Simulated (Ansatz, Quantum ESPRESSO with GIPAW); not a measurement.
# SiO2: working out the 17O quadrupolar coupling

A plane-wave PAW calculation (PBEsol, Ansatz) gives this electric field gradient, in 10²¹ V/m² and Cartesian axes, at one O site of SiO2 (atom 7; bridging Si-O-Si, 154°; site symmetry m):

```
      2.5767        0.3533       -7.6082
      0.3533       -5.1534        0.3533
     -7.6082        0.3533        2.5767
```

17O has spin 5/2, Q = -0.02558 barn and |γ|/2π = 5.7742 MHz/T. The cell is the I-43m form of a database entry, atoms relaxed, static and at 0 K. 

**Task.** Find C_Q, η_Q and ν_Q, and the shift and width of the central transition under fast MAS at 18.8 T and 20 T.

1. The tensor is symmetric and traceless. Its eigenvalues, ordered by size, are V_xx = -4.5891, V_yy = -5.5958 and V_zz = 10.1849.

2. η_Q = (V_xx − V_yy)/V_zz = 0.099.

3. C_Q = eQV_zz/h. One unit of 10²¹ V/m² with one barn gives 24.18 MHz, so C_Q = 24.18 × −0.02558 × 10.1849 = -6.300 MHz. A spectrum shows its size, not its sign.

4. ν_Q = 3C_Q/[2I(2I−1)] = 0.945 MHz in size, and P_Q = |C_Q|√(1 + η²/3) = 6.310 MHz.

5. The resonances lie at ν0 = 108.56 and 115.48 MHz, so ν_Q/ν0 is 0.009 at most and second order holds. The centre of gravity moves by δ_Q = −(3/40)(P_Q/ν0)² F × 10⁶ ppm, with F = [I(I+1) − 3/4]/[I²(2I−1)²] = 0.08: -20.3 ppm at 18.8 T and -17.9 ppm at 20 T.

6. Summing the second-order term over orientations gives a full width of 44.7 ppm (4.9 kHz) and 39.5 ppm (4.6 kHz). In ppm both fall as 1/B²: (18.8/20)² = 0.884. The spinning rate must pass the static width for this shape to show cleanly.

[Banner, clock, file and message-heading lines were taken out of the pw.x and gipaw.x logs.]

[Logs are printed without paths, hosts, clocks, repeated set-up lines and the standing remarks that a program may print on its own settings, such as how far it seeks lower states.]

[Hosts, paths, dates, database ids (printed as entryN), source tags and the programs' standing remarks are cut or masked in the printed files.]
